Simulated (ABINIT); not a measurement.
Ti, 1 atom in the cell. The structure is cubic, space group Fm-3m (No. 225). The conventional cell has a = 4.060 Å, b = 4.060 Å, c = 4.060 Å, α = 90.00°, β = 90.00°, γ = 90.00°. Ti (site symmetry m-3m) has 12 Ti at 2.87 Å as nearest neighbours. This isn't the form of Ti at room conditions, which is hcp.

| Item | Value |
| --- | --- |
| Program | ABINIT 10.8.3 (patched build) |
| Task | relaxation of cell and atoms |
| Functional | PBEsol |
| Potentials or basis | JTH PAW PBE v2.0 |
| Cutoff | 408 eV |
| k mesh | 11 × 11 × 11 |
| Occupations | fermi-dirac, width 0.05 eV |
| Spin | no spin polarisation |
| Target pressure | 10 GPa |
| Cell freedom (optcell) | 2 |
| Cutoff smearing ecutsm (Ha) | 0.5 |
| Optimiser (ionmov) | 2 |
| Force stop (Ha/bohr) | 0.0002 |
| Fine-grid cutoff | 816.342 eV |

Potentials or basis: JTH PAW PBE v2.0.

Launch:

```console
$ abinit run.abi > log 2>&1
```

Hardware: 1 thread of Intel(R) Xeon(R) 6975P-C (Granite Rapids) (shared host).

Task: Estimate the wall time of this run.

Result: Wall time 19 s on 1 thread of Intel(R) Xeon(R) 6975P-C (Granite Rapids), on a shared host, peak memory 0.1 GiB. Counts: scf iterations 33, mpi ranks 1, k points 56, bands 10, plane waves 403, ion steps 4.
